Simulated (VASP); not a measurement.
A run of VASP 6.6.1:

The input INCAR:

```
ALGO     = Fast           # electronic algorithm
EDIFF    = 1E-6           # SCF threshold, eV
ENCUT    = 520            # plane-wave cutoff, eV
GGA      = CA             # functional
ISIF     = 2              # what is computed and relaxed
ISMEAR   = -1             # smearing method
LASPH    = True           # aspherical terms in the spheres
LCHARG   = False          # write CHGCAR
LREAL    = False          # projectors in reciprocal space
LWAVE    = False          # write WAVECAR
NBANDS   = 10             # bands
NELM     = 80             # most SCF steps
PREC     = Accurate       # precision mode
SIGMA    = 0.13605693000000002 # smearing width, eV
```

The input KPOINTS:

```
k-points
0
Gamma
  8 8 8
```

POSCAR

```
Cs
1.0
    4.7069912552      0.0000000000      0.0000000000
    0.0000000000      4.7069912552      0.0000000000
    0.0000000000      0.0000000000      4.7069912552
Cs
1
Direct
    0.0000000000      0.0000000000      0.0000000000
```

Potentials or basis: VASP PAW LDA potentials, release 64 (Cs_sv).

Run with:

```sh
$ cat potpaw_LDA.64/Cs_sv/POTCAR > POTCAR
$ mpirun -np 1 vasp_std > vasp.out
```

Hardware: 1 thread of Intel(R) Xeon(R) 6975P-C (Granite Rapids), on a shared host.

Question: How long does it take, and how much memory?

Answer: It took 8.6 s on 1 thread of Intel(R) Xeon(R) 6975P-C (Granite Rapids) (shared host), peak memory 0.18 GiB. Counts: scf iterations 11, k points 35.
